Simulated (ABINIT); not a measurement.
A calculation with ABINIT 10.8.3 (patched build) of RbBr (native input, structure typed inline):

The input run.abi:

```
# Pseudopotentials
pp_dirpath "./"
pseudos "Rb.GGA_PBE-JTH.xml, Br.GGA_PBE-JTH.xml"

# Structure
acell 3*1.0 Angstrom
rprim
     4.1260773000     0.0000000000     0.0000000000
     0.0000000000     4.1260773000     0.0000000000
     0.0000000000     0.0000000000     4.1260773000
ntypat 2
znucl 37 35
natom 2
typat 1 2
xred
     0.0000000000     0.0000000000     0.0000000000
     0.5000000000     0.5000000000     0.5000000000

# Plane-wave basis
ecut 16.0
pawecutdg 32.0

# k points
kptopt 1
ngkpt 7 7 7
nshiftk 1
shiftk 0.0 0.0 0.0

# Exchange and correlation
ixc 11

# Bands and occupations
nband 12
occopt 3
tsmear 0.00183747

# SCF cycle
nstep 100
tolvrs 1.0e-9

# Output
iomode 3
prtwf 0
prteig 0
prtebands 0
enunit 1
prtden 1
prtvha 1
prtvclmb 1
prtpot 1
```

Potentials or basis: JTH PAW PBE v2.0.

Launch:

```sh
$ abinit run.abi > log 2>&1
```

The cell comes from a database or a generator and needn't be the stable form of this composition.

Write the same calculation in another form: ASE script, structure typed inline.

As run:

File run.py:

```python
import json, os
import numpy as np
from ase.units import GPa
from ase.calculators.abinit import Abinit, AbinitProfile
from ase import Atoms

atoms = Atoms(['Rb', 'Br'],
              cell=[[4.1260773, 0.0, 0.0], [0.0, 4.1260773, 0.0], [0.0, 0.0, 4.1260773]],
              scaled_positions=[[0.0, 0.0, 0.0], [0.5, 0.5, 0.5]],
              pbc=True)

profile = AbinitProfile(command='abinit', pp_paths=[os.path.abspath('pseudos')])
params = dict(
    pps='pawxml', xc='PBE',
    ecut=435.3822,
    pawecutdg=870.7644,
    kptopt=1,
    ngkpt=[7, 7, 7],
    nshiftk=1,
    shiftk=[0.0, 0.0, 0.0],
    ixc=11,
    nband=12,
    occopt=3,
    tsmear=0.05,
    nstep=100,
    tolvrs=1e-09,
    prtwf=0,
    prtden=0,
)

atoms.calc = Abinit(profile=profile, directory='run', **params)
energy = atoms.get_potential_energy()
forces = atoms.get_forces()
stress = atoms.get_stress()
print(f'energy {energy:.6f} eV')
print('forces (eV/A)')
print(np.round(forces, 5))
print('stress (GPa, Voigt, tension positive)', np.round(stress / GPa, 4))
json.dump(dict(energy=energy, forces=forces.tolist(), stress=stress.tolist(), cell=atoms.cell.tolist(), frac=atoms.get_scaled_positions(wrap=False).tolist()), open('results.json', 'w'))
```

Potentials or basis: JTH PAW PBE v2.0.

Run with:

```sh
$ python run.py
```

Both were run:

|  | native input, structure typed inline | ASE script, structure typed inline |
| --- | --- | --- |
| Pressure | 0.9 GPa | 0.9 GPa |
| Band gap on the k mesh | 4.09 eV, indirect (least direct gap 4.22 eV) | 4.09 eV, indirect (least direct gap 4.22 eV) |
| Valence electrons inside the program's atomic spheres | Rb 6.89; Br 4.94 | Rb 6.89; Br 4.94 |

Keys that steer only the numerical path or the files written may differ.

Caveat: an odd mesh through Γ misses points on the zone boundary, where band edges often lie.
